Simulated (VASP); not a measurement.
# TiAl (P-6m2) in VASP: single point with LDA

Aim: the single point of TiAl with LDA.

All numbers are computed with VASP 6.6.1; they aren't measurements. Logs are shortened: lines on timing, memory, paths and dates and some standing lists are left out, and cuts for length are marked.

## Step 1: The crystal as given

Symmetry: P-6m2, No. 187, hexagonal system. The conventional cell has a = 2.867 Å, b = 2.867 Å, c = 4.678 Å, α = 90.00°, β = 90.00°, γ = 120.00°. Ti (site symmetry -6m2) is surrounded by 6 Al at 2.87 Å and 6 Ti at 2.87 Å. Al (site symmetry -6m2) has 6 Ti at 2.87 Å and 6 Al at 2.87 Å as nearest neighbours.

The cell comes from a database or a generator and needn't be the stable form of this composition.

## Step 2: Single point, LDA

Contents of INCAR:

```
PREC = Accurate
ENCUT = 520
EDIFF = 1E-7
ISMEAR = 0
SIGMA = 0.15
LREAL = F
LASPH = T
NELM = 100
ALGO = Fast
ISIF = 2
LWAVE = F
LCHARG = T
LELF = T
LVHAR = T
NBANDS = 14
```

Contents of KPOINTS:

```
Automatic mesh
0
Gamma
  21 21 10
```

Contents of POSCAR:

```
TiAl
1.0
    2.8672622327      0.0000000000      0.0000000000
   -1.4336311163      2.4831219328      0.0000000000
    0.0000000000      0.0000000000      4.6780830000
Ti Al
1 1
Direct
    0.0000000000      0.0000000000      0.0000000000
    0.3333333333      0.6666666667      0.5000000000
```

Potentials or basis: VASP PAW LDA potentials, release 64 (Ti_sv, Al).

Run with:

```
$ cat potpaw_LDA.64/Ti_sv/POTCAR potpaw_LDA.64/Al/POTCAR > POTCAR
$ mpirun -np 1 vasp_std > vasp.out
```

OUTCAR:

```text
PREC = Accurate
   ENCUT = 520
   EDIFF = 1E-7
   ISMEAR = 0
   LREAL = F
   LASPH = T
   NELM = 100
   ISIF = 2

 ion  position               nearest neighbor table
   1  0.000  0.000  0.000-   2 2.87   2 2.87   2 2.87   2 2.87   2 2.87   2 2.87
   2  0.333  0.667  0.500-   1 2.87   1 2.87   1 2.87   1 2.87   1 2.87   1 2.87

  LATTYP: Found a hexagonal cell.
 ALAT       =     2.8672622327
 C/A-ratio  =     1.6315504549

  Lattice vectors:

 A1 = (   2.8672622327,   0.0000000000,   0.0000000000)
 A2 = (  -1.4336311163,   2.4831219328,   0.0000000000)
 A3 = (   0.0000000000,   0.0000000000,   4.6780830000)

Analysis of symmetry for initial positions (statically):
=====================================================================
 Subroutine PRICEL returns:
 Original cell was already a primitive cell.

 Routine SETGRP: Setting up the symmetry group for a
 hexagonal supercell.

 Subroutine GETGRP returns: Found 12 space group operations
 (whereof 12 operations were pure point group operations)
 out of a pool of 24 trial point group operations.

The static configuration has the point symmetry D_3h.

Analysis of symmetry for dynamics (positions and initial velocities):
=====================================================================
 Subroutine PRICEL returns:
 Original cell was already a primitive cell.

 Routine SETGRP: Setting up the symmetry group for a
 hexagonal supercell.

 Subroutine GETGRP returns: Found 12 space group operations
 (whereof 12 operations were pure point group operations)
 out of a pool of 24 trial point group operations.

The dynamic configuration has the point symmetry D_3h.

 Subroutine INISYM returns: Found 12 space group operations
 (whereof 12 operations are pure point group operations),
 and found     1 'primitive' translations

----------------------------------------------------------------------------------------

                                     Primitive cell

  volume of cell :      33.3068

  direct lattice vectors                    reciprocal lattice vectors
     2.867262233  0.000000000  0.000000000     0.348764751  0.201359423  0.000000000
    -1.433631116  2.483121933  0.000000000     0.000000000  0.402718846  0.000000000
     0.000000000  0.000000000  4.678083000     0.000000000  0.000000000  0.213762774

  length of vectors
     2.867262233  2.867262233  4.678083000     0.402718846  0.402718846  0.213762774

[... 90 lines left out ...]
   PSTRESS=    0.0 pullay stress
   NELECT =      15.0000    total number of electrons
   NUPDOWN=      -1.0000    fix difference up-down
   EMIN   =  10.00;   EMAX   =-10.00  energy-range for DOS
   EFERMI =   0.00;   METHOD = LEGACY
   ISMEAR =     0;   SIGMA  =   0.15  broadening in eV -4-tet -1-fermi 0-gaus
   EFERMI_NEDOS =   21; number of points for ismear=-14 and -15
   IALGO  =     68    algorithm
   IMIX   =      4    mixing-type and parameters
     AMIX     =   0.40;   BMIX     =  1.00
     AMIX_MAG =   1.60;   BMIX_MAG =  1.00
  volume/ion in A,a.u.               =      16.65       112.38
  Fermi-wavevector in a.u.,A,eV,Ry     =   1.254857  2.371335 21.424622  1.574665
  Thomas-Fermi vector in A             =   2.388641
   LORBIT       =      0    0 simple, 1 ext, 2 COOP (PROOUT), +10 PAW based schemes
   GGA     = CA    functional components
   LHFCALC =     F    Hartree Fock is set to
   AEXX    =    0.0000 exact exchange contribution
   IVDW    =     0    specifies the selected vdW correction
   LEPSILON=     F    determine dielectric tensor
   LRPA    =     F    only Hartree local field effects (RPA)
 non-spin polarized calculation
 RMM-DIIS sequential band-by-band and
 Gauss-broadening in eV      SIGMA  =   0.15
  energy-cutoff  :      520.00
  volume of cell :       33.31
 maximum number of plane-waves:       917
 NGX is ok and might be reduce to    24
   NGX = 11   NGY = 11   NGZ = 17

 number of electron      15.0000001 magnetization

 Free energy of the ion-electron system (eV)
  ---------------------------------------------------
  ext. energy  EPLUGINS =         0.00000000
  ---------------------------------------------------
  free energy    TOTEN  =       -13.22721649 eV

  energy without entropy =      -13.19833653  energy(sigma->0) =      -13.21277651

 E-fermi :   7.6484     XC(G=0): -11.1532

 val. band max:        7.6476520650   @ k =   0.2857   0.0952   0.2000
 cond. band min:       7.6512173188   @ k =   0.2381   0.2381   0.3000
 fundamental gap:      0.0035652539
 Fermi energy:         7.6484361960

 k-point     1 :       0.0000    0.0000    0.0000
  band No.  band energies     occupation
      1     -48.1881      2.00000
      2     -24.8933      2.00000
      3     -24.4656      2.00000
      4     -24.4656      2.00000
      5      -1.2448      2.00000
      6       5.3591      2.00000
      7       5.8776      2.00000
      8       8.8856      0.00000
      9       8.8856      0.00000
     10      10.3525      0.00000
     11      10.3525      0.00000
     12      11.5096      0.00000
     13      20.4545      0.00000
     14      20.4545      0.00000
[... 377 lines left out ...]
      1     -48.1374      2.00000
      2     -24.8440      2.00000
      3     -24.7594      2.00000
      4     -24.5478      2.00000
      5       0.2931      2.00000
      6       6.0167      2.00000
      7       6.7061      2.00000
      8       7.8380      0.07396
      9       9.8682      0.00000
     10      10.0576      0.00000
     11      10.9242      0.00000
     12      11.7780      0.00000
     13      13.6300      0.00000
     14      15.3009      0.00000

 [... further k-points ...]

------------------------ aborting loop because EDIFF is reached ----------------------------------------

  FORCE on cell =-STRESS in cart. coord.  units (eV):
  Direction    XX          YY          ZZ          XY          YZ          ZX
  --------------------------------------------------------------------------------------
  -------------------------------------------------------------------------------------
  Total       -1.1722530     -1.1722530     -1.3958118     -0.0000000      0.0000000      0.0000000
  in kB      -56.3895394    -56.3895394    -67.1435118     -0.0000000      0.0000000      0.0000000
  external PRESSURE =     -59.9741969 kB  Pullay stress =       0.0000000 kB

 VOLUME and BASIS-vectors are now :
 -----------------------------------------------------------------------------
  energy-cutoff  :      520.00
  volume of cell :       33.31
      direct lattice vectors                 reciprocal lattice vectors
     2.867262233  0.000000000  0.000000000     0.348764751  0.201359423  0.000000000
    -1.433631116  2.483121933  0.000000000     0.000000000  0.402718846  0.000000000
     0.000000000  0.000000000  4.678083000     0.000000000  0.000000000  0.213762774

 POSITION                                       TOTAL-FORCE (eV/Angst)
 -----------------------------------------------------------------------------------
      0.00000      0.00000      0.00000         0.000000     -0.000000      0.000000
     -0.00000      1.65541      2.33904        -0.000000      0.000000      0.000000
 -----------------------------------------------------------------------------------
    total drift:                                0.000000     -0.000000      0.000000

  FREE ENERGIE OF THE ION-ELECTRON SYSTEM (eV)
  ---------------------------------------------------
  free  energy   TOTEN  =       -13.2272164887 eV

  energy  without entropy=      -13.1983365296  energy(sigma->0) =      -13.21277651
```

stdout:

```text
POSCAR found type information on POSCAR TiAl
 POSCAR found :  2 types and       2 ions
 scaLAPACK will be used
 LDA part: xc-table for (Slater(with rela. corr.)+CA(PZ))
 , standard interpolation
[... 24 lines left out ...]
 num prob RMM:  29    -0.132272156805E+02   -0.34930E-06   -0.35807E-06  9502   0.799E-03    0.135E-03
 num prob RMM:  30    -0.132272159773E+02   -0.29689E-06   -0.30466E-06  8611   0.601E-03    0.102E-03
 num prob  num prob RMM:  31    -0.132272161583E+02   -0.18097E-06   -0.18913E-06  7714   0.510E-03    0.100E-03
WARNING in EDDRMM: call to ZHEGV failed, returncode =   6  3     13
WARNING in EDDRMM: call to ZHEGV failed, returncode =   6  3     10
WARNING in EDDRMM: call to ZHEGV failed, returncode =   8  4     13
WARNING in EDDRMM: call to ZHEGV failed, returncode =   8  4     13
 num prob WARNING in EDDRMM: call to ZHEGV failed, returncode =   8  4     13
```

Run time: 3.3 min. Hardware: 1 thread of Intel Xeon Platinum 8488C (Sapphire Rapids), shared host; peak memory 0.25 GiB.

Results:

| Property | Result |
| --- | --- |
| Free energy | -13.2272 eV |
| Pressure | -6.0 GPa |
| Band gap on the k mesh | none (metal or under the smearing width) |
